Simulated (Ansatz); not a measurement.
Input and command of a plane-wave DFT calculation in Ansatz:

```yaml
crystal:
  lattice:
    - [4.080364893, -0.0707199493, 0.019739821]
    - [-0.0707199493, 4.1339194518, -0.0179606895]
    - [0.019739821, -0.0179606895, 3.7769784275]
  atoms:
    - { symbol: Sr, position: [-0.0318681655, -0.0312566315, -0.0315847336] }
    - { symbol: Ti, position: [0.550980702, 0.4808160575, 0.4584661676] }
    - { symbol: O, position: [0.0139074928, 0.4992895046, 0.5362635245] }
    - { symbol: O, position: [0.4604125754, 0.1095355101, 0.5082628896] }
    - { symbol: O, position: [0.5065673953, 0.4416155592, 0.0285921519] }
basis:
  ecutwfc: 420
kpoints:
  mp_grid: { grid: [8, 8, 8] }
hamiltonian:
  xc: pbesol
scf:
  occupations: { method: gaussian, width: 0.05 }
output:
  forces: true
  stress: true
  eigenvalues: true
  write_density: true
  write_potential: true
  elf: true
  volumetric_format: npy
```

```bash
ansatz run input.yaml --threads 1 --pin off --max-ram 2560MiB --backend cpu --events-out ev --progress --plain --runs-dir out
```

Processor: Arm Neoverse V1, 1 thread, on a host shared with other jobs.

Task: How long does it run, and how much memory does it take?

Result: About 64 s on 1 thread of Arm Neoverse V1, on a shared host, peak memory 0.61 GiB. It solves 25 bands at 260 k points (the mesh reduced by the symmetry that the task leaves, which can be less than the crystal's) with about 1249 plane waves, in 7 SCF iterations.
